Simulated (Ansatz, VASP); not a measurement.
**Sb: VASP beside Ansatz**

INCAR

```
PREC = Accurate
ENCUT = 520
EDIFF = 1E-6
ISMEAR = 0
SIGMA = 0.026000000000000002
LREAL = F
LASPH = T
NELM = 80
ALGO = Normal
ISIF = 2
LWAVE = F
LCHARG = F
GGA = PE
NBANDS = 12
```

The input KPOINTS:

```
regular mesh
0
Gamma
  9 9 5
```

The input POSCAR:

```
Sb
1.0
    3.3545324186      0.0000000000      0.0000000000
   -1.6772662093      2.9051102923      0.0000000000
    0.0000000000      0.0000000000      5.4701606500
Sb
2
Direct
    0.6666666667      0.3333333333      0.7500000000
    0.3333333333      0.6666666667      0.2500000000
```

Contents of input.yaml:

```yaml
crystal:
  lattice:
    - [3.3545324186, 0.0, 0.0]
    - [-1.6772662093, 2.9051102923, 0.0]
    - [0.0, 0.0, 5.47016065]
  atoms:
    - { symbol: Sb, position: [0.6666666667, 0.3333333333, 0.75] }
    - { symbol: Sb, position: [0.3333333333, 0.6666666667, 0.25] }
hamiltonian:
  xc: pbe
  pseudopotentials: { kind: paw }
kpoints:
  mp_grid: { grid: [9, 9, 5] }
scf:
  occupations: { method: gaussian, width: 0.026 }
output:
  forces: true
  stress: true
  eigenvalues: true
```

This isn't the form of Sb at room conditions, which is rhombohedral.

Alike in both runs: task single point; functional PBE; k mesh 9 × 9 × 5; occupations gaussian, width 0.026 eV; no spin polarisation.

|  | VASP | Ansatz |
| --- | --- | --- |
| version | VASP 6.6.1 | Ansatz 0.2.0 |
| potentials or method | VASP PAW PBE potentials, release 64 (Sb) | Ansatz PAW |
| plane-wave cutoff (eV) | 520 | 420 |
| valence electrons in the cell | 10 | 30 |

```tsv
	VASP	Ansatz	Ansatz less VASP
gap on the k mesh at the Fermi level (eV)	none	none	-
pressure (GPa)	1.3	1.5	+0.16
largest component of the traceless stress (GPa)	0.36	0.34	-0.021
```

A gap of «none» marks a metal or a gap that the smearing closes. The functional is the same, so the differences come from potentials, cutoffs and numerics. The two sets of potentials don't hold the same shells in valence.

Spin-orbit coupling is left out, which matters for the levels of Sb.
